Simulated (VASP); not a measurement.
# PtSe2 (Sudovikovite): formation energy of interstitial B

Aim: the formation energy and local structure of interstitial B in PtSe2 (Sudovikovite). The start is a cell from a database of measured crystal structures.

Main program and level: VASP 6.6.1; PBEsol; plane waves and PAW (Pt, Se), in the first sound run; inputs show where later runs differ.

This is a report of a sequence of runs, with most program output left out.

The database entry behind the starting cell has ideal inner coordinates that were not refined, so it need not match the best structure at ambient conditions.

### Step 1. The host crystal

It takes space group P-3m1 (No. 164, trigonal). Conventional cell: a = 3.724 Å, b = 3.724 Å, c = 5.062 Å, α = 90.00°, β = 90.00°, γ = 120.00°. Nearest to Pt lie 6 Se at 2.49 Å. Se has 3 Pt at 2.49 Å nearest. Farther neighbours and most contacts between anions are not listed.

Structure file:

```cif
data_structure
_symmetry_space_group_name_H-M 'P 1'
_symmetry_Int_Tables_number 1
_cell_length_a 3.7240
_cell_length_b 3.7240
_cell_length_c 5.0620
_cell_angle_alpha 90.000
_cell_angle_beta 90.000
_cell_angle_gamma 120.000
_cell_volume 60.80
loop_
_atom_site_label
_atom_site_type_symbol
_atom_site_fract_x
_atom_site_fract_y
_atom_site_fract_z
_atom_site_occupancy
Pt1 Pt 0.00000 0.00000 0.00000 1
Se2 Se 0.66667 0.33333 0.75000 1
Se3 Se 0.33333 0.66667 0.25000 1
```

### Step 2. Relaxing the host crystal

First cell and atoms are relaxed at a raised cutoff, so that later runs start from this functional's own cell.

INCAR reads:

```
SYSTEM = PtSe2
PREC = Accurate
ENCUT = 350
EDIFF = 1E-06
NELM = 120
ISMEAR = 0
SIGMA = 0.05
LREAL = .FALSE.
ALGO = Normal
GGA = PS
NBANDS = 17
LASPH = .TRUE.
LORBIT = 11
LWAVE = .FALSE.
LCHARG = .FALSE.
KPAR = 4
IBRION = 2
NSW = 40
ISIF = 3
EDIFFG = -0.02
POTIM = 0.4
```

POSCAR reads:

```
PtSe2
1.0
    3.7240000000      0.0000000000      0.0000000000
   -1.8620000000      3.2250786037      0.0000000000
    0.0000000000      0.0000000000      5.0620000000
Pt Se
1 2
Direct
    0.0000000000      0.0000000000      0.0000000000
    0.6666666667      0.3333333333      0.7500000000
    0.3333333333      0.6666666667      0.2500000000
```

KPOINTS reads:

```
Automatic mesh
0
Gamma
6 6 4
0 0 0
```

Potentials, in the order of the species: Pt and Se (PBE family, release 64).

Launch:

```bash
> mpirun -np 4 vasp_std
```

Run time: 25 s. Hardware: 4 MPI ranks of Intel Xeon Platinum 8488C (Sapphire Rapids), shared host; peak memory 0.62 GiB.

The k-mesh is coarse for a metal. The PAW data sets were made with PBE, which is usual practice but a small mismatch for other functionals. The run keeps the 12 symmetry operations of its start, so it cannot find a distortion of lower symmetry.

Relaxation path:

| step | energy less that of the first step (eV) | largest force (eV/Å) | pressure (GPa) | volume (Å³) |
| --- | --- | --- | --- | --- |
| 1 | 0.0000 | 0.3362 | 2.06 | 60.80 |
| 2 | 0.0018 | 0.1354 | -2.80 | 62.65 |
| 3 | -0.0080 | 0.1062 | -0.33 | 61.66 |
| 4 | -0.0099 | 0.1073 | -0.35 | 61.49 |
| 5 | -0.0154 | 0.1025 | -0.32 | 60.96 |
| 6 | -0.0236 | 0.0226 | -0.15 | 59.90 |
| 7 | -0.0109 | 0.2216 | 0.76 | 57.77 |
| 8 | -0.0246 | 0.0020 | 0.07 | 59.50 |
| 9 | -0.0247 | 0.0109 | 0.11 | 59.38 |
| 10 | -0.0243 | 0.0479 | -0.54 | 59.59 |
| 11 | -0.0247 | 0.0211 | -0.07 | 59.44 |
| 12 | -0.0247 | 0.0198 | 0.13 | 59.37 |
| 13 | -0.0248 | 0.0021 | 0.02 | 59.40 |

| conventional cell, symmetrised | before | after | change |
| --- | --- | --- | --- |
| a (Å) | 3.724 | 3.755 | +0.8 % |
| b (Å) | 3.724 | 3.755 | +0.8 % |
| c (Å) | 5.062 | 4.865 | -3.9 % |
| volume (Å³/atom) | 20.27 | 19.80 | -2.3 % |

The atoms that moved most (Å, as changes of fractional coordinates times the final cell):

| atom | dx | dy | dz | length |
| --- | --- | --- | --- | --- |
| Se2 | 0.000 | 0.000 | -0.057 | 0.057 |
| Se3 | 0.000 | 0.000 | 0.057 | 0.057 |

The relaxed structure:

```xyz
3
Lattice="3.7546 0.0000 0.0000 -1.8773 3.2516 0.0000 0.0000 0.0000 4.8653" Properties=species:S:1:pos:R:3 pbc="T T T"
Pt    0.0000    0.0000    0.0000
Se    1.8773    1.0839    3.5915
Se    0.0000    2.1677    1.2738
```

Numbers from this step:

- electronic cycles: 90
- electrons: 22
- free energy (TOTEN): -15.91 eV
- energy at zero smearing: -15.91 eV
- Fermi energy: 6.587 eV
- labelled metallic, from the levels on this mesh: yes

The run ended after 13 ionic steps, 0.025 eV below its first step, once forces and stress met EDIFFG = -0.02.

### Step 3. The perfect supercell

System of this step: PtSe2 (Sudovikovite). The structure is trigonal, space group P-3m1 (No. 164). The conventional cell has a = 3.755 Å, b = 3.755 Å, c = 4.865 Å, α = 90.00°, β = 90.00°, γ = 120.00°. Nearest to Pt lie 6 Se at 2.51 Å. Se has 3 Pt at 2.51 Å nearest. Farther neighbours and most contacts between anions are not listed.

The same cell, mesh and cutoff without the defect give the energy to subtract and, in a gapped host, the band edges to count from, so that most errors cancel.

INCAR reads:

```
SYSTEM = PtSe2
PREC = Normal
ENCUT = 320
EDIFF = 1E-05
NELM = 120
ISMEAR = 1
SIGMA = 0.2
LREAL = Auto
ALGO = Fast
GGA = PS
NBANDS = 160
LASPH = .TRUE.
LORBIT = 11
LWAVE = .FALSE.
LCHARG = .FALSE.
KPAR = 4
```

POSCAR reads:

```
PtSe2
1.0
   -5.6319574554      3.2516121530      4.8653305773
    5.6319574554     -3.2516121530      4.8653305773
    5.6319574554      9.7548364590    -14.5959917319
Pt Se
12 24
Direct
    0.0000000000      0.0000000000      0.0000000000
    0.5000000000      0.5000000000      0.0000000000
    0.5000000000      0.0000000000      0.1666666667
    0.0000000000      0.5000000000      0.1666666667
    0.0000000000      0.0000000000      0.3333333333
    0.5000000000      0.5000000000      0.3333333333
    0.5000000000      0.0000000000      0.5000000000
    0.0000000000      0.5000000000      0.5000000000
    0.0000000000      0.0000000000      0.6666666667
    0.5000000000      0.5000000000      0.6666666667
    0.5000000000      0.0000000000      0.8333333333
    0.0000000000      0.5000000000      0.8333333333
    0.5357608899      0.7024275566      0.1666666667
    0.0357608898      0.2024275566      0.1666666667
    0.0357608899      0.7024275566      0.3333333333
    0.5357608898      0.2024275566      0.3333333333
    0.5357608899      0.7024275566      0.5000000000
    0.0357608898      0.2024275565      0.5000000000
    0.0357608899      0.7024275566      0.6666666667
    0.5357608898      0.2024275566      0.6666666667
    0.5357608899      0.7024275566      0.8333333333
    0.0357608899      0.2024275566      0.8333333333
    0.0357608899      0.7024275566      0.0000000000
    0.5357608899      0.2024275566      0.0000000000
    0.4642391101      0.2975724434      0.1666666667
    0.9642391102      0.7975724434      0.1666666667
    0.9642391102      0.2975724435      0.3333333333
    0.4642391102      0.7975724434      0.3333333333
    0.4642391101      0.2975724434      0.5000000000
    0.9642391101      0.7975724434      0.5000000000
    0.9642391102      0.2975724435      0.6666666667
    0.4642391102      0.7975724434      0.6666666667
    0.4642391102      0.2975724435      0.8333333333
    0.9642391102      0.7975724435      0.8333333333
    0.9642391101      0.2975724434      0.0000000000
    0.4642391102      0.7975724435      0.0000000000
```

KPOINTS reads:

```
Automatic mesh
0
Gamma
4 4 4
0 0 0
```

Launch:

```bash
> mpirun -np 4 vasp_std
```

It took 4.3 min on 4 MPI ranks; peak memory 3.5 GiB; 17 min of CPU time.

Numbers from this step:

```yaml
electronic_cycles: 15
electrons: 264
free_energy_toten: -190.8499 eV
energy_at_zero_smearing: -190.8485 eV
fermi_energy: 6.590 eV
```

The host is treated as a metal, as its relaxation found a gap under 0.3 eV or none, and only the neutral defect is run.

### Step 4. Reference B

This step: PBEsol; plane waves and PAW (B) (VASP 6.6.1).

System of this step: B. Symmetry: R-3m, No. 166, trigonal system. Conventional cell: a = 4.898 Å, b = 4.898 Å, c = 12.524 Å, α = 90.00°, β = 90.00°, γ = 120.00°. B has 6 B at 1.67 to 1.80 Å nearest. Nearest to B lie 5 B at 1.77 to 1.80 Å.

The reference for B is its crystal, relaxed at the cutoff of the large cell.

INCAR reads:

```
SYSTEM = B
PREC = Normal
ENCUT = 320
EDIFF = 1E-05
NELM = 120
ISMEAR = 0
SIGMA = 0.1
LREAL = Auto
ALGO = Fast
GGA = PS
NBANDS = 30
LORBIT = 11
LWAVE = .FALSE.
LCHARG = .FALSE.
KPAR = 4
LASPH = .TRUE.
IBRION = 2
NSW = 25
ISIF = 3
EDIFFG = -0.02
POTIM = 0.4
```

POSCAR reads:

```
B
1.0
    2.4491963929      1.4140441968      4.1747204365
   -2.4491963929      1.4140441968      4.1747204365
    0.0000000000     -2.8280883935      4.1747204365
B
12
Direct
    0.0099700400      0.6542851200      0.0099700400
    0.0099700400      0.0099700400      0.6542851200
    0.6542851200      0.0099700400      0.0099700400
    0.3457148800      0.9900299600      0.9900299600
    0.9900299600      0.3457148800      0.9900299600
    0.9900299600      0.9900299600      0.3457148800
    0.2205655700      0.6316348300      0.2205655700
    0.2205655700      0.2205655700      0.6316348300
    0.6316348300      0.2205655700      0.2205655700
    0.3683651700      0.7794344300      0.7794344300
    0.7794344300      0.3683651700      0.7794344300
    0.7794344300      0.7794344300      0.3683651700
```

KPOINTS reads:

```
Automatic mesh
0
Gamma
7 7 7
0 0 0
```

PAW data sets: B (PBE family, release 64).

Launch:

```bash
> mpirun -np 4 vasp_std
```

The job ended after 26 s (4 MPI ranks; peak memory 0.64 GiB; 1.7 min of CPU time).

The gap is read on the k-mesh alone, so it is an upper bound where the band edges lie off the mesh.

The steps of the relaxation:

| step | energy less that of the first step (eV) | largest force (eV/Å) | pressure (GPa) | volume (Å³) |
| --- | --- | --- | --- | --- |
| 1 | 0.0000 | 0.1666 | -3.38 | 86.75 |
| 2 | -0.0202 | 0.1201 | 0.51 | 85.23 |
| 3 | -0.0202 | 0.1203 | 0.54 | 85.21 |
| 4 | -0.0222 | 0.0707 | -0.08 | 85.22 |
| 5 | -0.0224 | 0.0444 | 0.07 | 85.22 |
| 6 | -0.0227 | 0.0282 | -0.06 | 85.25 |
| 7 | -0.0227 | 0.0178 | -0.03 | 85.24 |

| conventional cell, symmetrised | before | after | change |
| --- | --- | --- | --- |
| a (Å) | 4.898 | 4.866 | -0.7 % |
| b (Å) | 4.898 | 4.866 | -0.7 % |
| c (Å) | 12.524 | 12.472 | -0.4 % |
| volume (Å³/atom) | 7.23 | 7.10 | -1.7 % |

The atoms that moved most (Å, as changes of fractional coordinates times the final cell):

| atom | dx | dy | dz | length |
| --- | --- | --- | --- | --- |
| B8 | 0.000 | 0.011 | 0.002 | 0.011 |
| B12 | 0.000 | -0.011 | -0.002 | 0.011 |
| B9 | -0.009 | -0.005 | 0.002 | 0.011 |
| B7 | 0.009 | -0.005 | 0.002 | 0.011 |
| B11 | -0.009 | 0.005 | -0.002 | 0.011 |
| B10 | 0.009 | 0.005 | -0.002 | 0.011 |
| B4 | 0.003 | 0.002 | -0.003 | 0.005 |
| B5 | -0.003 | 0.002 | -0.003 | 0.005 |

Final coordinates:

```xyz
12
Lattice="2.4330 1.4047 4.1572 -2.4330 1.4047 4.1572 0.0000 -2.8094 4.1572" Properties=species:S:1:pos:R:3 pbc="T T T"
B    -1.5643    0.9032    2.8063
B     0.0000   -1.8063    2.8063
B     1.5643    0.9032    2.8063
B    -1.5643   -0.9032    9.6653
B     1.5643   -0.9032    9.6653
B     0.0000    1.8063    9.6653
B    -0.9908    0.5720    4.4617
B     0.0000   -1.1441    4.4617
B     0.9908    0.5720    4.4617
B    -0.9908   -0.5720    8.0100
B     0.9908   -0.5720    8.0100
B     0.0000    1.1441    8.0100
```

This step gave:

```yaml
electronic_cycles: 33
electrons: 36
free_energy_toten: -84.3974 eV
fermi_energy: 6.570 eV
labelled_metallic_from_the_levels_on_this_mesh: no
gap_on_the_k_mesh: 1.296 eV
least_direct_gap_on_the_k_mesh: 1.617 eV
```

The run ended after 7 ionic steps, 0.023 eV below its first step, once forces and stress met EDIFFG = -0.02.

Energy at zero smearing: -84.39736 eV.

### Step 5. Reference Pt

This step: PBEsol; plane waves and PAW (Pt) (VASP 6.6.1).

System of this step: Pt. It takes space group Fm-3m (No. 225, cubic). The conventional cell has a = 3.920 Å, b = 3.920 Å, c = 3.920 Å, α = 90.00°, β = 90.00°, γ = 90.00°. Nearest to Pt lie 12 Pt at 2.77 Å.

Pt is not exchanged here; its energy serves the host's formation enthalpy.

INCAR reads:

```
SYSTEM = Pt
PREC = Normal
ENCUT = 320
EDIFF = 1E-05
NELM = 120
ISMEAR = 1
SIGMA = 0.1
LREAL = Auto
ALGO = Fast
GGA = PS
NBANDS = 11
LASPH = .TRUE.
LORBIT = 11
LWAVE = .FALSE.
LCHARG = .FALSE.
KPAR = 4
IBRION = 2
NSW = 25
ISIF = 3
EDIFFG = -0.02
POTIM = 0.4
```

POSCAR reads:

```
Pt
1.0
    0.0000000000      1.9600000000      1.9600000000
    1.9600000000      0.0000000000      1.9600000000
    1.9600000000      1.9600000000      0.0000000000
Pt
1
Direct
    0.0000000000      0.0000000000      0.0000000000
```

KPOINTS reads:

```
Automatic mesh
0
Gamma
12 12 12
0 0 0
```

The projector-augmented-wave data sets are Pt (PBE family, release 64).

Launch:

```bash
> mpirun -np 4 vasp_std
```

The job ended after 3.4 s (4 MPI ranks; peak memory 0.4 GiB; 11 s of CPU time).

The run keeps the 48 symmetry operations of its start, so it cannot find a distortion of lower symmetry.

Relaxation path:

| step | energy less that of the first step (eV) | largest force (eV/Å) | pressure (GPa) | volume (Å³) |
| --- | --- | --- | --- | --- |
| 1 | 0.0000 | 0.0000 | -1.65 | 15.06 |
| 2 | 0.0010 | 0.0000 | 3.05 | 14.79 |
| 3 | -0.0006 | 0.0000 | -0.02 | 14.96 |

| conventional cell, symmetrised | before | after | change |
| --- | --- | --- | --- |
| a (Å) | 3.920 | 3.911 | -0.2 % |
| b (Å) | 3.920 | 3.911 | -0.2 % |
| c (Å) | 3.920 | 3.911 | -0.2 % |
| volume (Å³/atom) | 15.06 | 14.96 | -0.7 % |

The relaxed structure:

```
Pt
1.0
     0.00000    1.95549    1.95549
     1.95549    0.00000    1.95549
     1.95549    1.95549    0.00000
Pt
1
Cartesian
  0.0000 0.0000 0.0000
```

Numbers from this step:

- electronic cycles: 22
- electrons: 10
- free energy (TOTEN): -6.968 eV
- energy at zero smearing: -6.967 eV
- Fermi energy: 11.29 eV
- labelled metallic, from the levels on this mesh: yes

The run ended after 3 ionic steps, 0.001 eV below its first step, once forces and stress met EDIFFG = -0.02.

Energy at zero smearing: -6.96724 eV.

### Step 6. Reference Se

This step: PBEsol; plane waves and PAW (Se) (VASP 6.6.1).

System of this step: Se. Symmetry: P3_121, No. 152, trigonal system. Conventional cell: a = 4.505 Å, b = 4.505 Å, c = 4.979 Å, α = 90.00°, β = 90.00°, γ = 120.00°. Nearest to Se lie 2 Se at 2.38 Å.

Se is not exchanged here; its energy serves the host's formation enthalpy.

INCAR reads:

```
SYSTEM = Se
PREC = Normal
ENCUT = 320
EDIFF = 1E-05
NELM = 120
ISMEAR = 0
SIGMA = 0.1
LREAL = Auto
ALGO = Fast
GGA = PS
NBANDS = 15
LORBIT = 11
LWAVE = .FALSE.
LCHARG = .FALSE.
KPAR = 4
LASPH = .TRUE.
IBRION = 2
NSW = 25
ISIF = 3
EDIFFG = -0.02
POTIM = 0.4
```

POSCAR reads:

```
Se
1.0
    4.5048207049      0.0000000000      0.0000000000
   -2.2524103524      3.9012891699      0.0000000000
    0.0000000000      0.0000000000      4.9787963167
Se
3
Direct
    0.2178929800      0.0000000000      0.3333333300
    0.0000000000      0.2178929800      0.6666666700
    0.7821070200      0.7821070200      0.0000000000
```

KPOINTS reads:

```
Automatic mesh
0
Gamma
7 7 6
0 0 0
```

Potentials, in the order of the species: Se (PBE family, release 64).

Launch:

```bash
> mpirun -np 4 vasp_std
```

It took 38 s on 4 MPI ranks; peak memory 0.62 GiB; 2.5 min of CPU time.

After so large a change of volume the plane waves of the start cell no longer fit, so the final stress carries a basis-set error. The run keeps the 6 symmetry operations of its start, so it cannot find a distortion of lower symmetry.

The steps of the relaxation (22 of 24):

| step | energy less that of the first step (eV) | largest force (eV/Å) | pressure (GPa) | volume (Å³) |
| --- | --- | --- | --- | --- |
| 1 | 0.0000 | 0.1943 | -0.71 | 87.50 |
| 2 | -0.0111 | 0.2212 | -0.54 | 86.20 |
| 3 | -0.0396 | 0.3187 | 0.24 | 82.38 |
| 4 | -0.0576 | 0.5536 | 2.78 | 75.04 |
| 5 | -0.0599 | 0.5428 | 2.74 | 74.85 |
| 6 | -0.0660 | 0.4961 | 2.72 | 74.28 |
| 8 | -0.0841 | 0.2972 | 2.98 | 70.91 |
| 9 | -0.0942 | 0.2261 | 2.36 | 71.42 |
| 10 | -0.1119 | 0.0381 | 0.76 | 72.98 |
| 11 | -0.0965 | 0.3006 | -2.25 | 76.17 |
| 12 | -0.1144 | 0.0690 | -0.22 | 73.90 |
| 13 | -0.1144 | 0.0607 | -0.14 | 73.83 |
| 14 | -0.1153 | 0.0574 | -0.15 | 73.81 |
| 15 | -0.1176 | 0.0394 | -0.15 | 73.76 |
| 16 | -0.1210 | 0.0023 | -0.15 | 73.65 |
| 17 | -0.1216 | 0.0868 | -0.15 | 73.41 |
| 19 | -0.1227 | 0.0522 | -0.10 | 73.32 |
| 20 | -0.1237 | 0.0596 | 0.11 | 72.72 |
| 21 | -0.1234 | 0.0669 | 0.60 | 71.53 |
| 22 | -0.1240 | 0.0641 | 0.34 | 72.20 |
| 23 | -0.1242 | 0.0496 | 0.23 | 72.17 |
| 24 | -0.1245 | 0.0120 | 0.09 | 72.08 |

| conventional cell, symmetrised | before | after | change |
| --- | --- | --- | --- |
| a (Å) | 4.505 | 4.027 | -10.6 % |
| b (Å) | 4.505 | 4.027 | -10.6 % |
| c (Å) | 4.979 | 5.132 | +3.1 % |
| volume (Å³/atom) | 29.17 | 24.03 | -17.6 % |

The atoms that moved most (Å, as changes of fractional coordinates times the final cell):

| atom | dx | dy | dz | length |
| --- | --- | --- | --- | --- |
| Se2 | -0.064 | 0.111 | 0.000 | 0.128 |
| Se3 | -0.064 | -0.111 | 0.000 | 0.128 |
| Se1 | 0.128 | 0.000 | 0.000 | 0.128 |

The relaxed structure:

```cif
data_structure
_symmetry_space_group_name_H-M 'P 1'
_symmetry_Int_Tables_number 1
_cell_length_a 4.0269
_cell_length_b 4.0269
_cell_length_c 5.1325
_cell_angle_alpha 90.000
_cell_angle_beta 90.000
_cell_angle_gamma 120.000
_cell_volume 72.08
loop_
_atom_site_label
_atom_site_type_symbol
_atom_site_fract_x
_atom_site_fract_y
_atom_site_fract_z
_atom_site_occupancy
Se1 Se 0.24977 0.00000 0.33333 1
Se2 Se 0.00000 0.24977 0.66667 1
Se3 Se 0.75023 0.75023 0.00000 1
```

Numbers from this step:

- electronic cycles: 136
- electrons: 18
- free energy (TOTEN): -11.56 eV
- Fermi energy: 4.192 eV
- labelled metallic, from the levels on this mesh: no
- gap on the k-mesh: 0.8971 eV
- least direct gap on the k-mesh: 1.105 eV

The run ended after 24 ionic steps, 0.125 eV below its first step, once forces and stress met EDIFFG = -0.02.

Energy at zero smearing: -11.56101 eV.

[end of part 1 of 2]

[Lines on the potential files, build, host, timing and source positions are cut from VASP's logs without a mark.]

[Logs are printed without paths, hosts, clocks, repeated set-up lines and the standing remarks that a program may print on its own settings, such as how far it seeks lower states.]

[Hosts, paths, dates, database ids (printed as entryN), source tags and the programs' standing remarks are cut or masked in the printed files.]

[In band tables of VASP the shares of atoms and orbitals are scaled to a sum of 1 inside the atoms' spheres.]

[Runs that stopped without an error message from VASP are left out.]
